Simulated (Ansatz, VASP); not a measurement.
# Ti in VASP and in Ansatz

INCAR

```
ALGO = Fast
EDIFF = 1E-6
ENCUT = 520
GGA = PS
ISIF = 2
ISMEAR = 0
LASPH = True
LCHARG = False
LREAL = False
LWAVE = False
NBANDS = 12
NELM = 100
PREC = Accurate
SIGMA = 0.1
```

File KPOINTS:

```
k-points
0
Gamma
  16 14 14
```

POSCAR

```
Ti
1.0
    0.0161588000      1.9848731000      2.0031837000
    2.1870408000     -0.0683095000      2.0876520000
    2.1966630000      2.0789636000     -0.0779317000
Ti
1
Direct
    0.0000000000      0.0000000000      0.0000000000
```

Input for Ansatz:

```yaml
crystal:
  lattice:
    - [0.0161588, 1.9848731, 2.0031837]
    - [2.1870408, -0.0683095, 2.087652]
    - [2.196663, 2.0789636, -0.0779317]
  atoms:
    - { symbol: Ti, position: [0.0, 0.0, 0.0] }
basis:
  ecutwfc: 420
kpoints:
  mp_grid: { grid: [16, 14, 14] }
hamiltonian:
  xc: pbesol
scf:
  occupations: { method: gaussian, width: 0.1 }
output:
  forces: true
  stress: true
  eigenvalues: true
```

Alike in both runs: task single point; functional PBEsol; k mesh 16 × 14 × 14; occupations gaussian, width 0.1 eV; no spin polarisation.

|  | VASP | Ansatz |
| --- | --- | --- |
| version | VASP 6.6.1 | Ansatz 0.2.0 |
| potentials or method | VASP PAW PBE potentials, release 64 (Ti_sv) | scalar-relativistic, plane waves, PAW |
| plane-wave cutoff (eV) | 520 | 420 |
| valence electrons in the cell | 12 | 12 |

|  | VASP | Ansatz | Ansatz less VASP |
| --- | --- | --- | --- |
| gap on the k mesh at the Fermi level (eV) | none | none | - |
| pressure (GPa) | -11.1 | -11.0 | +0.19 |
| largest component of the traceless stress (GPa) | 3.62 | 3.65 | +0.031 |

A gap of «none» marks a metal or a gap that the smearing closes.

Caveats: the PAW data sets were made with another functional, which shifts forces and pressure a little (VASP).
